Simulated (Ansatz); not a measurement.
Input of an Ansatz 0.2.0 run:

Contents of input.yaml:

```yaml
crystal:
  lattice:
    - [3.249308, 0.0, 0.0]
    - [-1.624654, 2.8139832727, 0.0]
    - [0.0, 0.0, 5.205709]
  atoms:
    - { symbol: Zn, position: [0.6666666667, 0.3333333333, 0.0] }
    - { symbol: Zn, position: [0.3333333333, 0.6666666667, 0.5] }
    - { symbol: O, position: [0.3333333333, 0.6666666667, 0.87901] }
    - { symbol: O, position: [0.6666666667, 0.3333333333, 0.37901] }
hamiltonian:
  xc: blyp
  pseudopotentials: { kind: paw }
kpoints:
  mp_grid: { grid: [9, 9, 5] }
  band_path:
    path:
      - [[0.0, 0.0, 0.0], [0.5, 0.0, 0.0], [0.3333333333, 0.3333333333, 0.0], [0.0, 0.0, 0.0], [0.0, 0.0, 0.5], [0.5, 0.0, 0.5], [0.3333333333, 0.3333333333, 0.5], [0.0, 0.0, 0.5]]
      - [[0.5, 0.0, 0.5], [0.5, 0.0, 0.0]]
      - [[0.3333333333, 0.3333333333, 0.0], [0.3333333333, 0.3333333333, 0.5]]
    npoints: 14
scf:
  occupations: { method: fermi_dirac, width: 0.05 }
  n_extra_bands: 10
output:
  forces: true
  stress: true
  eigenvalues: true
  fatbands: false
  write_density: true
  write_potential: true
  elf: true
  volumetric_format: npy
```

Potentials or basis: Ansatz PAW.

Launch:

```bash
$ ansatz run input.yaml --threads 2 --pin off --max-ram 5120MiB --backend cpu --events-out ev --progress --plain --runs-dir out
```

Question: Estimate the pressure.

Answer: 9.4 GPa.

Question: What does it give for the largest force?

Answer: 0.070 eV/Å.

Levels at the corners of the path, in eV from the valence-band top:
| point | band 14 | band 15 | band 16 | band 17 | band 18 | band 19 | band 20 | band 21 | band 22 | band 23 |
| --- | --- | --- | --- | --- | --- | --- | --- | --- | --- | --- |
| Γ | -0.81 | -0.81 | -0.07 | 0.00 | 0.00 | 0.96 | 5.28 | 8.43 | 12.90 | 12.90 |
| M | -3.52 | -2.81 | -2.26 | -1.26 | -0.82 | 5.84 | 7.10 | 7.83 | 8.45 | 10.78 |
| K | -3.55 | -3.55 | -1.89 | -1.89 | -1.69 | 7.70 | 7.70 | 7.95 | 8.37 | 10.94 |
| Γ | -0.81 | -0.81 | -0.07 | 0.00 | 0.00 | 0.96 | 5.28 | 8.43 | 12.90 | 12.90 |
| A | -2.22 | -0.40 | -0.40 | -0.40 | -0.40 | 3.57 | 3.57 | 10.24 | 10.24 | 13.20 |
| L | -3.78 | -1.49 | -1.49 | -1.34 | -1.34 | 5.91 | 5.91 | 8.46 | 8.46 | 11.49 |
| H | -3.73 | -2.65 | -2.65 | -1.22 | -1.22 | 8.08 | 8.08 | 8.24 | 8.24 | 8.90 |
| A | -2.22 | -0.40 | -0.40 | -0.40 | -0.40 | 3.57 | 3.57 | 10.24 | 10.24 | 13.20 |
| L | -3.78 | -1.49 | -1.49 | -1.34 | -1.34 | 5.91 | 5.91 | 8.46 | 8.46 | 11.49 |
| M | -3.52 | -2.81 | -2.26 | -1.26 | -0.82 | 5.84 | 7.10 | 7.83 | 8.45 | 10.78 |
| K | -3.55 | -3.55 | -1.89 | -1.89 | -1.69 | 7.70 | 7.70 | 7.95 | 8.37 | 10.94 |
| H | -3.73 | -2.65 | -2.65 | -1.22 | -1.22 | 8.08 | 8.08 | 8.24 | 8.24 | 8.90 |

Caveat: the pressure holds a Pulay correction of +0.9 GPa for the finite cutoff; the PAW data sets come from PBE, with cores solved anew for the run's functional, which leaves a small shift of forces and pressure.

**Measured values to compare with.**

“Electronic structure of alkaline earth and post-transition metal oxides”, 2009, arxiv:0908.1581 quotes, for a bulk crystal of ZnO: band gap 3.37 eV.

Against the measured gap of ZnO, 3.37 eV (quoted in “Electronic structure of alkaline earth and post-transition metal oxides”, 2009, arxiv:0908.1581), the calculated 0.96 eV is off by -2.41 eV. So large a miss can be the level of theory's own, or it may mean another phase, state or a wrong row. The value is that of BLYP, without temperature or zero-point motion. Semilocal functionals fall short of measured gaps as a rule.
